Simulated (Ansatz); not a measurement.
**Structure optimisation: tellurium, fcc**

Computed with DFT, BLYP, plane waves (420 eV) with PAW, scalar-relativistic in Ansatz 0.2.0. The PAW files were generated under PBE, with cores re-solved for the functional.

k-point mesh 11×11×11, Fermi-Dirac smearing 0.1 eV, no spin polarisation. Cell and atoms relax.

Starting structure:

```yaml
crystal:
  lattice:
    - [0.0, 2.4339108928, 2.4339108928]
    - [2.4339108928, 0.0, 2.4339108928]
    - [2.4339108928, 2.4339108928, 0.0]
  atoms:
    - { symbol: Te, position: [0.0, 0.0, 0.0] }
hamiltonian:
  xc: blyp
  pseudopotentials:
    kind: paw
    azcp:
      Te: "pseudopotentials/Te.paw.azcp"
basis:
  ecutwfc: 420
  fft_grid_basis: typed
kpoints:
  mp_grid: { grid: [11, 11, 11], shift: [0, 0, 0] }
magnetization:
  spin_polarized: false
scf:
  occupations: { method: fermi_dirac, width: 0.1 }
relax:
  max_steps: 60
  f_tol: 0.01
  cell: {}
```

Problem. The pressure at the start is 4.9 GPa. By how much does the volume change?

Solution. From 28.84 to 32.02 Å³ per atom, 11.0 %. The final cell has a = 5.041 Å.

Problem. How much energy does the relaxation gain?

Solution. 43.6 meV per atom.

Path of the relaxation (the plane waves are chosen anew near the end, which can shift the energy a little):

| step | E − E(final) (meV/atom) | V (Å³/atom) | P (GPa) | max force (eV/Å) |
| --- | --- | --- | --- | --- |
| 0 | 43.63 | 28.837 | 4.94 | 0.000 |
| 1 | 0.68 | 32.150 | -0.18 | 0.000 |
| 2 | 0.57 | 32.021 | -0.04 | 0.000 |
| 3 | 0.00 | 32.021 | -0.05 | 0.000 |
